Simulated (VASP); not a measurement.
Input of a VASP 6.6.1 run:

The input INCAR:

```
SYSTEM = Li2O
ALGO = Fast
EDIFF = 1E-6
EDIFFG = -0.01
ENCUT = 600
GGA = PE
IBRION = 2
ISIF = 3
ISMEAR = 0
LASPH = .TRUE.
LCHARG = .FALSE.
LREAL = .FALSE.
LWAVE = .FALSE.
NELM = 100
NSW = 80
PREC = Accurate
SIGMA = 0.02
```

The input KPOINTS:

```
k-points
0
G
  8 8 8
  0 0 0
```

File POSCAR:

```
Li2O
1.0
    0.0000000000      2.3165381047      2.3165381047
    2.3165381047      0.0000000000      2.3165381047
    2.3165381047      2.3165381047      0.0000000000
Li O
2 1
Direct
    0.2500000000      0.2500000000      0.2500000000
    0.7500000000      0.7500000000      0.7500000000
    0.0000000000      0.0000000000      0.0000000000
```

Potentials or basis: VASP PAW PBE potentials, release 64 (Li_sv, O).

The run is started by

```console
$ cat potpaw_PBE.64/Li_sv/POTCAR potpaw_PBE.64/O/POTCAR > POTCAR
$ mpirun -np 1 vasp_std > vasp.out
```

What does it give for the space group after relaxing (to 0.05 Å)?

Fm-3m (No. 225).

What does it give for the relaxed volume?

8.21 Å³/atom.

Estimate the band gap on the k mesh.

4.98 eV, indirect (least direct gap 5.28 eV).

Estimate the relaxed cell.

a = 3.266 Å, b = 3.266 Å, c = 3.266 Å, α = 60.00°, β = 60.00°, γ = 60.00°.

Step by step:
| step | energy change (eV) | largest force (eV/Å) | pressure (GPa) | volume (Å³) |
| --- | --- | --- | --- | --- |
| 1 | 0.0000 | 0.0000 | -0.69 | 24.86 |
| 2 | -0.0004 | 0.0000 | -0.28 | 24.74 |
| 3 | -0.0004 | 0.0000 | 0.09 | 24.62 |

Caveat: the cutoff is under 1.25 times the usual one of these potentials, so pressure, stress and relaxed cells hold a basis-set (Pulay) error. A k mesh can miss the band edges.
